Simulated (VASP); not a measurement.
A VASP 6.6.1 single-point calculation on MgF₂

INCAR

```
ISMEAR = -1
ALGO = Eigenval
IBRION = -1
LASPH = .TRUE.
EDIFF = 1E-7
NELM = 53
NBANDS = 25
SIGMA = 0.02
LREAL = .FALSE.
LCHARG = .FALSE.
PREC = Accurate
ENCUT = 520
LWAVE = .FALSE.
ISIF = 2
NSW = 0
GGA = PE
```

KPOINTS

```
KPOINTS created by Atomic Simulation Environment
0
Gamma
6 6 8
0 0 0
```

POSCAR

```
Mg F
 1.0000000000000000
     4.5757958346000001    0.0000000000000000    0.0000000000000000
     0.0000000000000000    4.5757958346000001    0.0000000000000000
     0.0000000000000000    0.0000000000000000    3.0661825749000000
 Mg  F
   2   4
Cartesian
  0.0000000000000000 -0.0000000000000000  0.0000000000000000
  2.2878979173000000  2.2878979173000000  1.5330912874500000
  1.3870931431601119  1.3870931431601119  0.0000000000000000
  0.9008047741398879  3.6749910604601124  1.5330912874500000
  3.6749910604601124  0.9008047741398879  1.5330912874500000
  3.1887026914398877  3.1887026914398877  0.0000000000000000
```

The recommended PBE PAW datasets give the neutral cell 32 valence electrons.

Command

```
mpirun -np 1 vasp_std
```

OSZICAR

```
N       E                     dE             d eps       ncg     rms          rms(c)
EIG:   1     0.242657452128E+04    0.24266E+04    0.00000E+00     0   0.000E+00
EIG:   2     0.242657452128E+04   -0.25011E-10    0.00000E+00     0   0.000E+00
EIG:   3     0.242657452128E+04   -0.26375E-10    0.00000E+00     0   0.000E+00
EIG:   4     0.242657452128E+04    0.40927E-10    0.00000E+00     0   0.000E+00
EIG:   5     0.242657452128E+04   -0.38199E-10    0.00000E+00     0   0.000E+00    0.114E+02
EIG:   6     0.284902189690E+04    0.42245E+03    0.00000E+00     0   0.000E+00    0.716E+01
EIG:   7     0.313615148853E+04    0.28713E+03    0.00000E+00     0   0.000E+00    0.403E+00
EIG:   8     0.313764962127E+04    0.14981E+01    0.00000E+00     0   0.000E+00    0.515E-01
EIG:   9     0.313766141237E+04    0.11791E-01    0.00000E+00     0   0.000E+00    0.105E-01
EIG:  10     0.313766242122E+04    0.10088E-02    0.00000E+00     0   0.000E+00    0.926E-03
EIG:  11     0.313766242587E+04    0.46552E-05    0.00000E+00     0   0.000E+00    0.544E-03
EIG:  12     0.313766242831E+04    0.24339E-05    0.00000E+00     0   0.000E+00    0.326E-04
EIG:  13     0.313766242831E+04   -0.10914E-09    0.00000E+00     0   0.000E+00
   1 F= 0.31376624E+04 E0= 0.31376637E+04  d E =-.245831E-02
```

It converged. Results: gap between bands v and c on the k mesh -7.25 eV (bands overlap: a metal); least direct gap on the k mesh -2.17 eV; pressure 2462.5 GPa; largest force 16.39 eV/Å. Band v is the last that the valence electrons fill when counted band by band, and c is the next.

Problem. Find the fault in these files.

Solution. No self-consistency without orbitals. On sound settings PBE gives a gap of 7.19 eV on its mesh and a pressure of 5.5 GPa for the intended cell. This run's energy (σ→0) differs from it by 528190 meV an atom.
